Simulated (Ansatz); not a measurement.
# Strain and the gap of SrO (NiAs type)

SrO, NiAs type, relaxed with r2SCAN in the PAW code Ansatz. Space group P6_3/mmc (No. 194), hexagonal; conventional cell a = 3.563 Å, c = 6.255 Å, 17.19 Å³ an atom. Sr is surrounded by 6 O at 2.58 Å; O is surrounded by 6 Sr at 2.58 Å.

The axes x, y and z are those of this cell:
```yaml
crystal:
  lattice:
    - [3.56324, 0.00000, 0.00000]
    - [-1.78162, 3.08585, 0.00000]
    - [0.00000, 0.00000, 6.25510]
  atoms:
    - { symbol: Sr, position: [0.00000, 0.00000, 0.00000] }
    - { symbol: Sr, position: [0.00000, 0.00000, 0.50000] }
    - { symbol: O, position: [0.33333, 0.66667, 0.25000] }
    - { symbol: O, position: [0.66667, 0.33333, 0.75000] }
```

Unstrained: The PBE gap is direct at Γ: 3.442 eV. r2SCAN gives a direct gap of 3.980 eV at Γ. The HSE06 gap is direct at Γ: 4.947 eV. Meshes: PBE 12×12×4, r2SCAN 12×12×4, HSE06 6×6×4. Strains are changes of length per length. After each strain the atoms were relaxed again with r2SCAN within the symmetry that the strain leaves, so tilts or polar shifts that break it weren't tested; points keep the names that they have in the unstrained zone. Simulation only: spin-unpolarised, and no claim that this is the phase found in nature.

Changes of the least gap in eV (an overlap counts as a negative gap):

| strain | volume change (%) | space group | PBE | r2SCAN | HSE06 | energy rise, r2SCAN (meV/atom) |
| --- | --- | --- | --- | --- | --- | --- |
| uniaxial -2.07 % along x | -2.1 | Cmcm | -0.026 | -0.029 | -0.010 | 4.1 |
| isotropic -3.52 % on every length | -10.2 | P6_3/mmc | +0.070 | +0.053 | +0.139 | 61.3 |

Uniaxial -2.07 % along x, other directions held. HSE06: the gap goes from 4.947 to 4.937 eV (-0.010 eV); with r2SCAN the top three valence levels at Γ, grouped 2+1 from the top over 140 meV, become 1+1+1 over 190 meV. Stress change with r2SCAN, compression positive: xx +3.69, yy +1.31, zz +0.67 GPa.

Isotropic -3.52 % on every length. HSE06: the gap goes from 4.947 to 5.086 eV (+0.139 eV); it turns from direct (Γ) to indirect (K → Γ); with r2SCAN the top three valence levels at Γ, grouped 2+1 from the top over 140 meV, become 2+1 over 105 meV. Stress change with r2SCAN, compression positive: xx +11.85, yy +11.85, zz +13.30 GPa.

The meshes of the hybrids are coarse, so their gaps aren't converged to the digits shown.

The splittings at Γ are without spin-orbit coupling, which regroups them where it is of like size or larger.
